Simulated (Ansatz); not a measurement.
# AlNi3: under pressure

An exercise on one series of results from a longer session: the logs are not shown, and one member is left open.

Program: Ansatz 0.2.0. Level of theory: DFT PBEsol, scalar-relativistic, plane waves, PAW. These are calculated values, not measurements.

1 further run of the same task is left out (set aside as unsound or not needed).

## The system as given

Symmetry: Pm-3m, No. 221, cubic system. Conventional cell: a = 3.519 Å, b = 3.519 Å, c = 3.519 Å, α = 90.00°, β = 90.00°, γ = 90.00°. Al (site symmetry m-3m) is surrounded by 12 Ni at 2.49 Å. Ni (site symmetry 4/mmm) has 4 Al at 2.49 Å and 8 Ni at 2.49 Å as nearest neighbours.

Coordinates:

```
CELL_PARAMETERS angstrom
3.51909 0.00000 0.00000
0.00000 3.51909 0.00000
0.00000 0.00000 3.51909
ATOMIC_POSITIONS crystal
Al 0.00000 0.00000 0.00000
Ni 0.00000 0.50000 0.50000
Ni 0.50000 0.00000 0.50000
Ni 0.50000 0.50000 0.00000
```

It goes back to an entry of the Materials Project, which need not be the stable form.

This cell was relaxed beforehand with the same method: volume 10.90 Å³/atom, gap on the mesh none (metal), site moments up to 0.3 μB.

Set-up of the first run:

input.yaml reads:

```yaml
crystal:
  lattice:
    - [3.5524888123, 0.0, 0.0]
    - [0.0, 3.5524888123, 0.0]
    - [0.0, 0.0, 3.5524888123]
  atoms:
    - { symbol: Al, position: [0.0, 0.0, 0.0] }
    - { symbol: Ni, position: [0.0, 0.5, 0.5], spin: 0.28 }
    - { symbol: Ni, position: [0.5, 0.0, 0.5], spin: 0.28 }
    - { symbol: Ni, position: [0.5, 0.5, 0.0], spin: 0.28 }
basis:
  ecutwfc: 420
kpoints:
  mp_grid: { grid: [12, 12, 12] }
hamiltonian:
  xc: pbesol
scf:
  occupations: { method: gaussian, width: 0.1 }
output:
  forces: true
  stress: true
  eigenvalues: true
  populations: true
magnetization:
  spin_polarized: true
relax:
  adjacent_minimum: "off"
  f_tol: 0.008
  max_steps: 50
  cell: { stress_tol: 0.08, p_target: -3.0 }
```

The run is started by

```console
$ ansatz run input.yaml --threads 1 --pin off --max-ram 2560MiB --backend cpu --events-out ev --progress --plain --runs-dir out
```

Among the steps run: -3 GPa; 3 GPa; Relaxing at 8 GPa; 15 GPa; Target pressure 30 GPa; Relaxing at 60 GPa.

One table of the session follows, with a row left open; its other results are not shown here.

| P (GPa) | V (Å³/atom) | a (Å) | b (Å) | c (Å) | ΔH (eV/atom) |
| --- | --- | --- | --- | --- | --- |
| -3 | 11.06 | 3.537 | 3.537 | 3.537 | -0.206 |
| 0 | 10.90 | 3.519 | 3.519 | 3.519 | 0.000 |
| 3 | ? | ? | ? | ? | ? |
| 8 | 10.51 | 3.477 | 3.477 | 3.477 | 0.534 |
| 15 | 10.22 | 3.445 | 3.445 | 3.445 | 0.987 |
| 30 | 9.72 | 3.388 | 3.388 | 3.388 | 1.920 |
| 60 | 9.00 | 3.302 | 3.302 | 3.302 | 3.668 |

Q: Estimate the row for P (GPa) = 3 from the others.

Worked estimate for «V (Å³/atom)». A straight line through the neighbours (0, 10.90) and (8, 10.51) gives 10.90 + (10.51 − 10.90) × (3 − 0) / (8 − 0) = 10.75; a parabola fitted to 4 rows on both sides gives 10.75.

The run gave: V (Å³/atom): 10.74; a (Å): 3.502; b (Å): 3.502; c (Å): 3.502; ΔH (eV/atom): 0.203. In «V (Å³/atom)» the line misses by +0.01 and the parabola by +0.01.

ΔH is E + PV over the energy at zero pressure; a, b and c are the vectors of the computed cell. 

Limits of these values: Other structures may take over in this range; these runs cannot find them. Warnings in the runs' records: seeded moment not kept.
